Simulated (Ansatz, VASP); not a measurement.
## Al2Au in VASP and in Ansatz

The input INCAR:

```
ALGO = Normal ; EDIFF = 1E-6
ENCUT = 520 ; ISIF = 2
ISMEAR = -1 ; LASPH = T
LCHARG = F ; LREAL = F
LWAVE = F ; NBANDS = 16
NELM = 80 ; PREC = Accurate
SIGMA = 0.05
```

Contents of KPOINTS:

```
k-points
0
Gamma
  8 8 8
```

POSCAR

```
Al2Au
1.0
    0.0000000000      3.0394782115      3.0394782115
    3.0394782115      0.0000000000      3.0394782115
    3.0394782115      3.0394782115      0.0000000000
Au Al
1 2
Direct
    0.0000000000      0.0000000000      0.0000000000
    0.7500000000      0.7500000000      0.7500000000
    0.2500000000      0.2500000000      0.2500000000
```

The input input.yaml:

```yaml
crystal:
  lattice:
    - [0.0, 3.0394782115, 3.0394782115]
    - [3.0394782115, 0.0, 3.0394782115]
    - [3.0394782115, 3.0394782115, 0.0]
  atoms:
    - { symbol: Au, position: [0.0, 0.0, 0.0] }
    - { symbol: Al, position: [0.75, 0.75, 0.75] }
    - { symbol: Al, position: [0.25, 0.25, 0.25] }
kpoints:
  mp_grid: { grid: [8, 8, 8] }
scf:
  occupations: { method: fermi_dirac, width: 0.05 }
hamiltonian:
  xc: lda
  pseudopotentials: { kind: all_electron, lapw: { basis_error: 0.002 } }
output:
  forces: true
  stress: true
  eigenvalues: true
```

Change from the starting cell: volume scaled by 1.04.

Alike in both runs: task single point; functional LDA; k mesh 8 × 8 × 8; occupations fermi-dirac, width 0.05 eV; no spin polarisation.

|  | VASP | Ansatz |
| --- | --- | --- |
| version | VASP 6.6.1 | Ansatz 0.2.0 |
| potentials or method | VASP PAW LDA potentials, release 64 (Au, Al) | all-electron LAPW, scalar-relativistic |
| plane-wave cutoff (eV) | 520 | see its input |

```csv
,VASP,Ansatz,Ansatz less VASP
gap on the k mesh at the Fermi level (eV),none,none,-
pressure (GPa),-6.3,-6.4,-0.16
```

A gap of «none» marks a metal or a gap that the smearing closes. Ansatz ran all-electron here, so the differences hold the error of VASP's frozen core and of both bases.

Spin-orbit coupling is left out, which matters for the levels of Au.
